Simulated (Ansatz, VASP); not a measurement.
# PbF2: VASP beside Ansatz

POSCAR

```
PbF2
1.0
    0.0000000000      2.9579484323      2.9579484323
    2.9579484323      0.0000000000      2.9579484323
    2.9579484323      2.9579484323      0.0000000000
Pb F
1 2
Direct
    0.0000000000      0.0000000000      0.0000000000
    0.7500000000      0.7500000000      0.7500000000
    0.2500000000      0.2500000000      0.2500000000
```

The input INCAR.step1:

```
SYSTEM = PbF2
  PREC = Accurate
  ENCUT = 520
  ISMEAR = -1
  SIGMA = 0.02
  LREAL = .FALSE.
  LASPH = .TRUE.
  NELM = 100
  NBANDS = 21
  GGA = PE
  ALGO = Normal
  EDIFF = 1E-4
  LWAVE = .TRUE.
  LCHARG = .FALSE.
```

The input INCAR.step2:

```
SYSTEM = PbF2
  PREC = Accurate
  ENCUT = 520
  EDIFF = 1E-8
  ISMEAR = -1
  SIGMA = 0.02
  LREAL = .FALSE.
  LASPH = .TRUE.
  NELM = 100
  ALGO = Normal
  ISIF = 2
  LWAVE = .FALSE.
  LCHARG = .FALSE.
  METAGGA = R2SCAN
  LMIXTAU = .TRUE.
  LEFG = .TRUE.
  NBANDS = 21
  ISTART = 1
```

File KPOINTS:

```
Automatic mesh
0
G
  7 7 7
  0 0 0
```

Input for Ansatz:

```yaml
crystal:
  lattice:
    - [0.0, 2.9579484323, 2.9579484323]
    - [2.9579484323, 0.0, 2.9579484323]
    - [2.9579484323, 2.9579484323, 0.0]
  atoms:
    - { symbol: Pb, position: [0.0, 0.0, 0.0] }
    - { symbol: F, position: [0.75, 0.75, 0.75] }
    - { symbol: F, position: [0.25, 0.25, 0.25] }
kpoints:
  mp_grid: { grid: [7, 7, 7] }
  band_path:
    path:
      - [0.0, 0.0, 0.0]
      - [0.5, 0.0, 0.5]
      - [0.625, 0.25, 0.625]
      - [0.375, 0.375, 0.75]
      - [0.0, 0.0, 0.0]
      - [0.5, 0.5, 0.5]
      - [0.5, 0.25, 0.75]
      - [0.5, 0.0, 0.5]
    npoints: 8
scf:
  occupations: { method: fermi_dirac, width: 0.02 }
hamiltonian:
  xc: r2scan
  pseudopotentials: { kind: paw }
output:
  forces: true
  stress: true
  eigenvalues: true
  efg: { contact_densities: true }
  populations: true
  bader: true
  dos: { projected: true, de: 0.2, e_range: [-14, 8] }
```

Alike in both runs: task electric field gradients; functional r2SCAN; k mesh 7 × 7 × 7; occupations fermi-dirac, width 0.02 eV; no spin polarisation.

```csv
,VASP,Ansatz
version,VASP 6.6.1,Ansatz 0.2.0
potentials or method,"VASP PAW PBE potentials, release 64 (Pb_d, F)","PAW with Ansatz's default frozen-core files, scalar-relativistic"
plane-wave cutoff (eV),520,500
valence electrons in the cell,28,28
```

Ansatz gave:

```
gap on the k mesh at the Fermi level (eV)                      : 4.96
pressure (GPa)                                                 : 0.2
Vzz of the field gradient on the site that differs most (V/Å²) : 0.0
```

Problem. What did VASP give for the same quantities?

Solution. gap on the k mesh at the Fermi level (eV): 4.95; pressure (GPa): 0.1; Vzz of the field gradient on the site that differs most (V/Å²): 0.0.

Ansatz warned: «gradients_without_spin_orbit».

Caveats: the PAW data sets were made with another functional, which shifts forces and pressure a little (VASP); spin-orbit coupling is left out, which as a rule narrows the gap of such compounds by several tenths of an eV; an odd mesh through Γ misses points on the zone boundary, where band edges often lie. r2SCAN opens gaps a little over a GGA but as a rule still falls short of measured ones.
